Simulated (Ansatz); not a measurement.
Input and output of a one-shot G0W0 calculation on MgSe (rocksalt) (the PAW code Ansatz, G0W0@PBE with 224 empty bands, a screening cutoff of 180 eV and a 6×6×6 mesh). The geometry is the r2SCAN minimum.

input.yaml:
```yaml
crystal:
  lattice:
    - [0.0, 2.7362693767, 2.7362693767]
    - [2.7362693767, 0.0, 2.7362693767]
    - [2.7362693767, 2.7362693767, 0.0]
  atoms:
    - { symbol: Mg, position: [0.0, 0.0, 0.0] }
    - { symbol: Se, position: [0.5, 0.5, 0.5] }
kpoints:
  mp_grid: { grid: [6, 6, 6] }
hamiltonian:
  xc: pbe
scf:
  occupations: { method: fixed }
gw:
  n_empty_bands: 224
  ecut_chi: 180
  qp_bands: [v2, c2]
  qp_kpoints: band_edges
  screening: { model: godby_needs }
```

**Question.** It ran on 1 × NVIDIA H100 80GB HBM3 with 1 thread of AMD EPYC 7R13 Processor (Zen 3), on a shared host, load about 2.0 per core. About how long did it take, and what peak of host memory did it reach?

**Answer.** About 27 s, with a peak of 2 GiB.

**Question.** Predict the output.

**Answer.** What the program printed (shortened):
```
Pseudopotential: Mg, paw, valence charge 10, recommended cutoff 420 eV (normal)
Pseudopotential: Se, paw, valence charge 16, recommended cutoff 420 eV (normal)
Functional definition: PBE
Crystal: 2 atoms, lattice volume = 40.974 Å³
Basis set: ecut = 420 eV, 821 PW (Γ)
Bands: 17, of which v1, the nominal top of the filled ones, is band 13 counted from 1 (12 counted from 0)
Symmetry: 48 space group operations
Space group: Fm-3m (ITA 225)
k-points: 16 of 216
SCF iter   1: HF=-7395.355973 eV  Δρ=7.92e-4  dr2=3.38e-4
preconditioner: auto → none  [insulator: Δε(μ)=1.786 eV  ℏωp=16.4 eV]
SCF iter   2: HF=-7395.355536 eV  Δρ=3.14e-4  dr2=4.04e-5
SCF iter   3: HF=-7395.355550 eV  Δρ=1.11e-4  dr2=3.45e-6
SCF iter   4: HF=-7395.355550 eV  Δρ=4.14e-5  dr2=4.56e-7
SCF iter   5: HF=-7395.355551 eV  Δρ=1.43e-5  dr2=5.04e-8
SCF iter   6: HF=-7395.355551 eV  Δρ=2.20e-6  dr2=1.20e-9
SCF 1 converged in 6 iterations: F = -7395.355551 eV  dr2 = 1.20e-9
Free energy (F): -7395.355551 eV
Fermi energy:    7.616343 eV
--- Band table (eV; the first three rows and the last of 16) ---
  k-point 0: bands = […, -34.5053, -34.5053, -5.2639, 7.6163, 7.6163, 7.6163, 10.1434, 15.0421, 15.0421, 15.0421]
  k-point 1: bands = […, -34.5053, -34.5053, -5.0363, 5.8056, 7.4521, 7.4521, 11.4523, 14.7408, 15.2092, 15.2092]
  k-point 2: bands = […, -34.5054, -34.5054, -4.4984, 3.6506, 7.1699, 7.1699, 11.6141, 14.1658, 14.1658, 16.1126]
  k-point 15: bands = […, -34.5070, -34.5064, -3.8329, 3.8519, 4.9866, 5.2586, 11.1818, 13.4307, 15.7766, 17.0617]
--- G₀W₀: ω_p = 29.5795 eV, 216 q-points, 224 empty bands' worth ---
    ik  band        ε_KS         Σx   Σc(E_QP)       V_xc       Z   E_QP_lin       E_QP  E_QP is
     0    12      7.6163   -17.6485     1.5304   -15.1439  0.7948     6.6361     6.6422  root
     0    13      7.6163   -17.6485     1.5304   -15.1439  0.7948     6.6361     6.6422  root
     0    14     10.1434    -8.8058    -3.8881   -13.0290  0.8161    10.4792    10.4785  root
     0    15     15.0421    -4.6883    -4.4777    -9.3969  0.8217    15.2751    15.2731  root
     1    12      7.4521   -17.4975     1.5744   -14.9333  0.7944     6.4560     6.4623  root
     1    13      7.4521   -17.4975     1.5744   -14.9333  0.7944     6.4560     6.4623  root
     1    14     11.4523    -8.5989    -4.0053   -12.9152  0.8124    11.7639    11.7633  root
     1    15     14.7408    -5.7638    -4.5296   -10.5432  0.8062    14.9916    14.9906  root
     2    12      7.1699   -17.3074     1.6617   -14.6284  0.7935     6.1457     6.1527  root
     2    13      7.1699   -17.3074     1.6617   -14.6284  0.7935     6.1457     6.1527  root
     2    14     11.6141    -6.5863    -4.0144   -10.8318  0.8170    11.8455    11.8451  root
     2    15     14.1658    -5.6972    -4.4799   -10.4870  0.8045    14.4773    14.4758  root
     3    12      7.0465   -17.2430     1.7003   -14.5135  0.7930     6.0102     6.0172  root
     3    13      7.0465   -17.2430     1.7003   -14.5135  0.7930     6.0102     6.0172  root
     3    14     11.4361    -6.3525    -3.9496   -10.5071  0.8180    11.6413    11.6410  root
     3    15     13.7183    -5.8140    -4.3830   -10.5036  0.8117    14.0255    14.0249  root
     6    12      5.9845   -16.4237     1.9347   -13.4102  0.7891     4.8982     4.9057  root
     6    13      6.6804   -17.0179     1.7950   -14.1699  0.7914     5.6198     5.6273  root
     6    14     11.8921    -6.2611    -4.0996   -10.6068  0.8139    12.1386    12.1381  root
     6    15     13.4077    -7.0209    -4.3559   -11.6699  0.8054    13.7010    13.7007  root
     8    12      6.3567   -16.6163     1.8573   -13.6932  0.7910     5.2823     5.2909  root
     8    13      7.4234   -17.4691     1.5820   -14.8922  0.7944     6.4222     6.4286  root
     8    14     12.6937    -7.9643    -4.3036   -12.6119  0.8087    13.0385    13.0377  root
     8    15     14.2750    -6.4291    -4.6764   -11.4583  0.8025    14.6294    14.6278  root
     9    12      6.2061   -16.8784     1.9505   -13.8379  0.7895     5.1077     5.1162  root
     9    13      6.2061   -16.8784     1.9505   -13.8379  0.7895     5.1077     5.1162  root
     9    14     10.5125    -6.9725    -3.8677   -11.0899  0.8143    10.7625    10.7621  root
     9    15     12.1293    -4.5411    -3.9719    -8.6106  0.8205    12.2270    12.2269  root
    10    12      5.2108   -16.1709     2.1830   -12.8599  0.7843     4.0743     4.0828  root
    10    13      6.1030   -16.8419     1.9772   -13.7680  0.7892     4.9971     5.0063  root
    10    14     10.4012    -6.9310    -3.8064   -10.9626  0.8149    10.6266    10.6262  root
    10    15     12.8195    -5.4105    -4.1114    -9.6721  0.8151    12.9700    12.9697  root
    12    12      5.8631   -16.8079     2.0559   -13.6360  0.7878     4.7385     4.7471  root
    12    13      5.8631   -16.8079     2.0559   -13.6360  0.7878     4.7385     4.7471  root
    12    14      9.4179    -7.0161    -3.6294   -10.8582  0.8167     9.6308     9.6305  root
    12    15     11.6152    -4.6155    -3.8718    -8.5677  0.8215    11.6955    11.6954  root
```
The trailing digits, and the zero of the energies, depend on the potentials and thresholds.

The rows of the band table are 0: (0, 0, 0) = Γ, 1: (0, 0, 1/6), 2: (0, 0, 1/3), 15: (1/6, -1/2, -1/3).

The points are ik 0 = (0, 0, 0) (Γ), ik 1 = (0, 0, 1/6), ik 2 = (0, 0, 1/3), ik 3 = (0, 0, -1/2), ik 6 = (0, 1/6, -1/2), ik 8 = (0, 1/6, -1/6), ik 9 = (0, 1/3, 1/3), ik 10 = (0, 1/3, -1/2), ik 12 = (0, -1/2, -1/2); band 13 is the last filled one.

The quasiparticle gap on this mesh is 2.99 eV (Γ to k = (0, -1/2, -1/2)), against 1.80 eV from PBE: +1.19 eV. Renormalisation factors Z lie between 0.78 and 0.82. The G0W0 figures hold for the stated bands, cutoff and mesh and aren't extrapolated.

No spin polarisation and no zero-point or thermal motion.

The runs are scalar-relativistic, without spin-orbit coupling.
